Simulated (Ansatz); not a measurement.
# InSb (I-4m2), stationary points along a deformation path

Computed with DFT PBEsol, scalar-relativistic, plane waves, PAW in Ansatz 0.2.0. Settings: plane waves to 420 eV, k-mesh 18×18×18 (Γ-centred), Gaussian smearing 0.15 eV. No spin polarisation. Energies are free energies at this smearing, counted from the undisturbed cell; pressure is positive in compression.

Zero of the scan (as given, not relaxed at this level; it stands at -2.8 GPa; this form isn't the usual structure):

```
In Sb
1.0
    -2.94474    2.94474    1.63638
     2.94474   -2.94474    1.63638
     2.94474    2.94474   -1.63638
In Sb
1 1
Direct
  0.25000 0.75000 0.50000
  0.00000 0.00000 0.00000
```

At fixed volume and fractional coordinates, lengths along (0.000, 0.000, 1.000) are scaled against those across it; ρ is that ratio over its starting value. V = 28.380 Å³/atom. Δσ is the stress along the axis less the mean stress across it (compression positive).

```csv
ρ,ΔE (meV/atom),Δσ (GPa),space group
0.850,69.2,9.75,I-4m2
0.920,11.9,3.26,I-4m2
1.000,0.0,-0.86,I-4m2
1.100,27.1,-3.74,I-4m2
1.200,71.6,-4.50,I-4m2
```

Question: How does the stress give the slope of the energy, and where is the energy stationary?

Answer: Along the path d ln(length) is 2/3 d ln ρ on the axis and −1/3 d ln ρ across it, so dE/d ln ρ = −(2/3) V Δσ: the energy falls with ρ where Δσ is positive. Δσ vanishes or changes sign between ρ = 0.920 and 1.000, a minimum (near 0.98 by linear interpolation). Pairs of stationary points between two samples would go unseen, and could change a minimum read from distant neighbours into a maximum.

Question: Integrate that slope from ρ = 1 to 0.850 by the trapezoid rule.

Answer: With V/N in Å³ and 1 eV/Å³ = 160.2 GPa the slopes at ρ = 1.000, 0.920, 0.850 are 102, -384, -1151 meV/atom per unit of ln ρ. The steps add 11.8 + 60.8 = 72.5 meV/atom, against 69.2 from the energies; the trapezoid rule misses the curvature of the slope within each step.

In a metal these slopes depend on the k mesh and the smearing.

Cost: 5 runs of about 6.4 core-minutes in all, on AMD EPYC (Zen 3) (shared hosts).